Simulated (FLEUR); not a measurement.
# Ti (Im-3m) in FLEUR: a series of runs

Runs on Ti. Level: PBE. Tasks: single point.

Everything below comes from runs of FLEUR MaX-R8.1 (later development tree). Logs are shortened: lines on timing, memory, paths and dates and some standing lists are left out, and cuts for length are marked.

**1. The structure**

The structure is cubic, space group Im-3m (No. 229). The conventional cell has a = 3.282 Å, b = 3.282 Å, c = 3.282 Å, α = 90.00°, β = 90.00°, γ = 90.00°. Ti (site symmetry m-3m) is surrounded by 8 Ti at 2.84 Å.

This isn't the form of Ti at room conditions, which is hcp.

**2. Single point, PBE**

Input file inp.xml:

```xml
<?xml version="1.0" encoding="UTF-8" standalone="no"?>
<fleurInput fleurInputVersion="0.39">
   <comment>
      Ti                                                                                                  
   </comment>
   <calculationSetup>
      <cutoffs Kmax="3.8" Gmax="11.8" GmaxXC="11.8" numbands="0"/>
      <scfLoop itmax="60" minDistance="0.00001" maxIterBroyd="15" imix="Anderson" alpha="0.05" precondParam="0.0" spinf="2.0" sdNocoIR="T"/>
      <coreElectrons ctail="T" frcor="F" kcrel="0" coretail_lmax="0"/>
      <xcFunctional name="pbe" relativisticCorrections="F"/>
      <magnetism jspins="1"/>
      <soc l_soc="F" theta="0.0" phi="0.0" spav="F"/>
      <expertModes spex="0" secvar="F"/>
      <geometryOptimization l_f="T" forcealpha="1.0" forcemix="BFGS" epsdisp="0.0005" epsforce="0.0002"/>
      <ldaU l_linMix="F" mixParam="0.05" spinf="1.0"/>
   </calculationSetup>
   <cell>
      <bzIntegration valenceElectrons="12.0" mode="hist" fermiSmearingEnergy="0.00183747">
         <kPointListSelection listName="default-1"/>
         <!-- k-points included here -->
         <xi:include xmlns:xi="http://www.w3.org/2001/XInclude" href="kpts.xml"> </xi:include>
      </bzIntegration>
      <!-- symmetry operations included here -->
      <xi:include xmlns:xi="http://www.w3.org/2001/XInclude" href="sym.xml"> </xi:include>
      <bulkLattice scale="1.0">
         <bravaisMatrix>
            <row-1>   -3.1010405704685997     3.1010405704685997     3.1010405704685997</row-1>
            <row-2>    3.1010405704685997    -3.1010405704685997     3.1010405704685997</row-2>
            <row-3>    3.1010405704685997     3.1010405704685997    -3.1010405704685997</row-3>
         </bravaisMatrix>
      </bulkLattice>
   </cell>
   <atomSpecies>
      <species name="Titanium (Ti)" element="Ti" atomicNumber="22">
         <mtSphere radius="2.44" gridPoints="823" logIncrement="0.015"/>
         <atomicCutoffs lmax="10" lnonsphr="8"/>
         <electronConfig flipSpins="F">
            <coreConfig>(1s1/2) (2s1/2) (2p1/2) (2p3/2)</coreConfig>
            <valenceConfig>(3s1/2) (3p1/2) (3p3/2) (4s1/2) (3d3/2) (3d5/2)</valenceConfig>
            <stateOccupation state="(3d3/2)" spinUp="0.400000" spinDown="0.400000"/>
            <stateOccupation state="(3d5/2)" spinUp="0.600000" spinDown="0.600000"/>
         </electronConfig>
         <energyParameters s="4" p="4" d="3" f="4"/>
         <lo type="SCLO" l="0" n="3" eDeriv="0"/>
         <lo type="SCLO" l="1" n="3" eDeriv="0"/>
         <lo type="SCLO" l="1" n="3" eDeriv="1"/>
         <lo type="SCLO" l="2" n="3" eDeriv="2"/>
         <lo type="SCLO" l="3" n="4" eDeriv="2"/>
      </species>
   </atomSpecies>
   <atomGroups>
      <atomGroup species="Titanium (Ti)">
         <relPos label="                   1">.0000000000 .0000000000 .0000000000</relPos>
         <force calculate="T" relaxXYZ="TTT"/>
      </atomGroup>
   </atomGroups>
   <output dos="F" band="F" slice="F">
      <checks vchk="F" cdinf="F"/>
      <bandDOS minEnergy="-.5*Htr" maxEnergy="0.5*Htr" sigma="0.015" storeEVData="T"/>
      <vacuumDOS vacdos="F" integ="F" star="F" nstars="0" locx1="0.0" locy1="0.0" locx2="0.0" locy2="0.0" nstm="0" tworkf="0.0"/>
      <unfoldingBand unfoldBand="F" supercellX="1" supercellY="1" supercellZ="1"/>
      <plotting iplot="0" polar="F">
         <plot TwoD="T" vec1="  1.0  0.0  0.0" vec2="  0.0  1.0  0.0" vec3="  0.0  0.0  1.0" zero="  0.0  0.0  0.0" file="plot"/>
      </plotting>
      <chargeDensitySlicing numkpt="0" minEigenval="0.0" maxEigenval="0.0" nnne="0" pallst="F"/>
      <specialOutput eonly="F"/>
      <moessbauerParams electricFieldGradient="T" isomerShift="T" coreHyperfine="T" valenceHyperfine="T"/>
      <magneticCircularDichroism mcd="F" energyLo="-10.0" energyUp="0.0"/>
   </output>
  <!-- We include the file relax.xml here to enable relaxations (see documentation) -->
  <xi:include xmlns:xi="http://www.w3.org/2001/XInclude" href="relax.xml"> <xi:fallback/> </xi:include>
</fleurInput>
```

Input file crystal.txt:

```
Ti
&input cartesian=F /
-1.6410000000  1.6410000000  1.6410000000
1.6410000000  -1.6410000000  1.6410000000
1.6410000000  1.6410000000  -1.6410000000
1.8897261246
1.0 1.0 1.0

1
22 0.0000000000  0.0000000000  0.0000000000

&kpt div1=11 div2=11 div3=11 gamma=T /
```

Potentials or basis: all-electron, FLAPW.

Launch:

```console
> inpgen -f crystal.txt -profile fastHighL
> # inp.xml edited to the form shown
> fleur_MPI
```

The program printed:

```text
Welcome to FLEUR        (www.flapw.de)
      MaX-Release 8.1          (www.max-centre.eu)

 ========== k-point set info ==========
 Selected k-point list: default-1
 k-point list type: mesh
 11 x 11 x 11
 Number of k points: 56

 ------------Calculation Setup---------------------------
 Number of MPI-tasks      :            1
 Number of PE/node        :            1
 Number of OMP-threads    :            1
 Most efficient MPI parallelization for:
           1           2           4           7           8          14          28          56
 Additional eigenvalue parallelization possible
 Number of basis functions:          170
 Approximate size of matrices (H+S) per k-point:         0.000 GB
 --------------------------------------------------------
 Iteration:     1   Distance:       6.69740512 me/bohr^3
 Iteration:     2   Distance:       5.84194117 me/bohr^3
 Iteration:     3   Distance:       1.69258465 me/bohr^3
 Iteration:     4   Distance:       1.53125025 me/bohr^3
 Iteration:     5   Distance:       0.39665010 me/bohr^3
 Iteration:     6   Distance:       0.13992482 me/bohr^3
 Iteration:     7   Distance:       0.02387510 me/bohr^3
 Iteration:     8   Distance:       0.00213438 me/bohr^3
 Iteration:     9   Distance:       0.00088976 me/bohr^3
 Iteration:    10   Distance:       0.00011955 me/bohr^3
 Iteration:    11   Distance:       0.00005488 me/bohr^3
 Iteration:    12   Distance:       0.00000147 me/bohr^3

 ********************************************************************
 Run finished successfully
 Stop message:
   Structural relaxation: Done
 ********************************************************************
```

out.xml (last iteration):

```text
<iteration numberForCurrentRun="   13" overallNumber="   13">
         <energyParameters units="Htr">
            <atomicEP atomType="1" spin="1" branch="4s" branchLowest="-1.74" branchHighest="2.09" value="0.2136457563"/>
            <atomicEP atomType="1" spin="1" branch="4p" branchLowest="-0.84" branchHighest="2.58" value="0.3248372357"/>
            <atomicEP atomType="1" spin="1" branch="3d" branchLowest="-9.99" branchHighest="0.56" value="0.3306293935"/>
            <atomicEP atomType="1" spin="1" branch="4f" branchLowest="-9.99" branchHighest="3.00" value="0.6089376976"/>
            <loAtomicEP atomType="1" spin="1" branch="3s" branchLowest="-19.20" branchHighest="-1.74" value="-1.7649279954"/>
            <loAtomicEP atomType="1" spin="1" branch="3p" branchLowest="-15.79" branchHighest="-0.84" value="-0.8933369941"/>
            <loAtomicEP atomType="1" spin="1" branch="3p" branchLowest="-15.79" branchHighest="-0.84" value="-0.8933369941"/>
            <loAtomicEP atomType="1" spin="1" branch="3d" branchLowest="-9.99" branchHighest="0.56" value="0.3302464473"/>
            <loAtomicEP atomType="1" spin="1" branch="4f" branchLowest="-9.99" branchHighest="3.00" value="0.6089404749"/>
         </energyParameters>
         <eigenvalues>
            <eigenvaluesAt spin="1" ikpt="1" k_x="0.00000000" k_y="0.00000000" k_z="0.00000000">
                      -1.7692614363       -0.8832568694       -0.8832568694       -0.8832568694        0.0912798041
                       0.3438774101        0.3438774101        0.3438774101        0.4072472646        0.4072472646
            </eigenvaluesAt>
            <eigenvaluesAt spin="1" ikpt="2" k_x="0.00000000" k_y="0.00000000" k_z="0.09090909">
                      -1.7689049818       -0.8851854380       -0.8838488501       -0.8832607074        0.1014164034
                       0.3393828438        0.3424311676        0.3512498472        0.4023488515        0.4075836139
            </eigenvaluesAt>
            <eigenvaluesAt spin="1" ikpt="3" k_x="0.00000000" k_y="0.00000000" k_z="0.18181818">
                      -1.7679484779       -0.8903024747       -0.8854460049       -0.8832906251        0.1298849342
                       0.3277690261        0.3345040907        0.3721303385        0.3960233452        0.4088988882
            </eigenvaluesAt>
            <eigenvaluesAt spin="1" ikpt="4" k_x="0.00000000" k_y="0.00000000" k_z="0.27272727">
                      -1.7666878926       -0.8968653812       -0.8875180094       -0.8833325647        0.1696958689
                       0.3137068417        0.3218310687        0.3980941082        0.4027987916        0.4117890317
            </eigenvaluesAt>
         </eigenvalues>
         <bandgap value="0.0011608472" units="eV"/>
         <sumValenceSingleParticleEnergies value="-7.8614212571" units="Htr"/>
         <FermiEnergy value="0.3077138420" units="Htr"/>
         <valenceDensity>
            <mtCharges spin="1">
               <mtCharge atomType="1" total="10.4328786" s="2.2829104" p="6.1709986" d="1.9673256" f="0.0096374"/>
            </mtCharges>
            <spinDependentCharge spin="1" total="12.0000000" interstitial="1.5671214" mtSpheres="10.4328786"/>
            <totalCharge value="12.0000000000"/>
         </valenceDensity>
         <coreStates atomType="     1" atomicNumber=" 22" spin="1" kinEnergy="    793.2369618255" eigValSum="   -489.8586226662" lostElectrons=" 0.000000">
            <state n="1" l="0" j="0.5" energy="-178.3627422249" weight="1.0000000000"/>
            <state n="2" l="0" j="0.5" energy="-19.1961278724" weight="1.0000000000"/>
            <state n="2" l="1" j="0.5" energy="-15.9315576357" weight="1.0000000000"/>
            <state n="2" l="1" j="1.5" energy="-15.7194418001" weight="2.0000000000"/>
         </coreStates>
         <allElectronCharges>
            <spinDependentCharge spin="1" total="22.0000000" interstitial="1.5671214" mtSpheres="20.4328786"/>
            <totalCharge value="21.9999999997"/>
         </allElectronCharges>
         <moessbauerParams unitsHFF="kG" unitsIS="e/bohr^3" unitsEFG="Htr/bohr^2">
            <coreIsomerShift atomType="1" isTotal="8423.85871">
               <shell n="1" l="0" isomerShift="7739.52378"/>
               <shell n="2" l="0" isomerShift="681.80223"/>
               <shell n="2" l="1" isomerShift="2.53270"/>
            </coreIsomerShift>
            <isomerShift atomType="1" nucleusRadius="0.0000858" averageDensity="8521.52387"/>
            <electricFieldGradient atomType="1" VXX="0.00000" VYY="0.00000" VZZ="0.00000" asymParam="0.00000">
            </electricFieldGradient>
         </moessbauerParams>
         <totalEnergy                                    value="     -853.8137752446" units="Htr">
            <sumOfEigenvalues                            value="     -497.7200439233">
               <coreElectrons value="-489.8586226662"/>
               <valenceElectrons value="-7.8614212571"/>
            </sumOfEigenvalues>
            <densityCoulombPotentialIntegral value="-1305.0614520499"/>
            <densityEffectivePotentialIntegral value="-1359.7153633536"/>
            <chargeDenXCDenIntegral value="-42.1834706618"/>
            <FockExchangeEnergyValence value="0.0000000000"/>
            <FockExchangeEnergyCore value="0.0000000000"/>
            <atomTypeDependentContributions atomType="1">
               <electronNucleiInteractionDifferentMTs value="1011.1577764274"/>
               <MadelungTerm value="-9.9371215607"/>
            </atomTypeDependentContributions>
            <tkbTimesEntropy value="0.0008325798"/>
            <freeEnergy value="-853.8146078244"/>
            <extrapolationTo0K value="-853.8141915345"/>
         </totalEnergy>
         <totalForcesOnRepresentativeAtoms units="Htr/bohr">
            <forceTotal atomType="1" x="0.000000" y="0.000000" z="0.000000" F_x="0.00000000" F_y="0.00000000" F_z="0.00000000"/>
         </totalForcesOnRepresentativeAtoms>
      </iteration>
```

Wall time 12 s (1 thread of Arm Neoverse V2, shared host); peak memory 0.06 GiB.

What came out:

```yaml
Free_energy: -23233.4791 eV
Band_gap_on_the_k_mesh: none (metal or under the smearing width)
Valence_electrons_inside_the_program's_atomic_spheres: Ti 10.43 (radii Ti 2.44 bohr)
```

Core levels (eV from the Fermi level):
| atom | levels |
| --- | --- |
| 1 Ti | 1s1/2 -4861.9, 2s1/2 -530.7, 2p1/2 -441.9, 2p3/2 -436.1 |

**3. Single point, PBE (cell strained at random at fixed volume)**

inp.xml, as its differences from that of step 2:

```diff
@@ -26,5 +26,5 @@
          <bravaisMatrix>
-            <row-1>   -3.1010405704685997     3.1010405704685997     3.1010405704685997</row-1>
-            <row-2>    3.1010405704685997    -3.1010405704685997     3.1010405704685997</row-2>
-            <row-3>    3.1010405704685997     3.1010405704685997    -3.1010405704685997</row-3>
+            <row-1>   -3.1466604488425682     3.1396061012194365     3.0218856122874795</row-1>
+            <row-2>    3.1754749927904689    -3.2221172129978464     3.1332112680137900</row-2>
+            <row-3>    3.0321354867873103     3.1075922509425880    -3.1043967240658894</row-3>
          </bravaisMatrix>
@@ -34,3 +34,3 @@
       <species name="Titanium (Ti)" element="Ti" atomicNumber="22">
-         <mtSphere radius="2.44" gridPoints="823" logIncrement="0.015"/>
+         <mtSphere radius="2.44" gridPoints="807" logIncrement="0.015"/>
          <atomicCutoffs lmax="10" lnonsphr="8"/>
```

Input file crystal.txt:

```
Ti
&input cartesian=F /
-1.6651410000  1.6614080000  1.5991130000
1.6803890000  -1.7050710000  1.6580240000
1.6045370000  1.6444670000  -1.6427760000
1.8897261246
1.0 1.0 1.0

1
22 -0.0072040000  0.0071160000  0.0068240000

&kpt div1=11 div2=11 div3=11 gamma=T /
```

Potentials or basis: all-electron, FLAPW.

Launch:

```console
> inpgen -f crystal.txt -profile fastHighL
> # inp.xml edited to the form shown
> fleur_MPI
```

It took 5.1 min on 1 thread of Arm Neoverse V2, shared host; peak memory 0.09 GiB.

It converged, with:

| Item | Value |
| --- | --- |
| Free energy | -23233.4754 eV |
| Band gap on the k mesh | none (metal or under the smearing width) |
| Valence electrons inside the program's atomic spheres | Ti 10.43 (radii Ti 2.44 bohr) |

Levels at points of the mesh, in eV from the Fermi level:
| k point | band 2 | band 3 | band 4 | band 5 | band 6 | band 7 | band 8 | band 9 | band 10 |
| --- | --- | --- | --- | --- | --- | --- | --- | --- | --- |
| (0.00, 0.00, 0.00) | -32.44 | -32.41 | -32.38 | -5.88 | 0.79 | 0.89 | 1.24 | 2.68 | 2.78 |

Core levels (eV from the Fermi level):
| atom | levels |
| --- | --- |
| 1 Ti | 1s1/2 -4861.9, 2s1/2 -530.7, 2p1/2 -441.9, 2p3/2 -436.1 |
